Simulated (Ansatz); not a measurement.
Crystal: TiCo3.

```
CELL_PARAMETERS angstrom
3.57100 0.00000 0.00000
0.00000 3.57100 0.00000
0.00000 0.00000 3.57100
ATOMIC_POSITIONS crystal
Co 0.50000 0.50000 0.00000
Co 0.50000 0.00000 0.50000
Co 0.00000 0.50000 0.50000
Ti 0.00000 0.00000 0.00000
```

Base run:

| Quantity | Value |
| --- | --- |
| Program | Ansatz 0.2.0 |
| Functional | PBEsol |
| Potentials or basis | Ansatz PAW |
| Cutoff | 420 eV (not typed: the program's choice for these potentials) |
| k mesh | 8 × 8 × 8 |
| Occupations | fermi-dirac, width 0.05 eV |
| Spin | no spin polarisation |

Its results: band gap on the k mesh none (metal or under the smearing width); pressure -8.4 GPa.

Task: The run is repeated on the same cell with these changes: spin from no spin polarisation to collinear spin, random start. What comes out?

Result: Band gap on the k mesh none (metal or under the smearing width); pressure -7.8 GPa; net moment -0.92 μB per cell; site moments Co -0.37; Ti +0.12 μB.

Caveats: the PAW data sets come from PBE, with cores solved anew for the run's functional, which leaves a small shift of forces and pressure; the starting moments weren't kept (some runs).
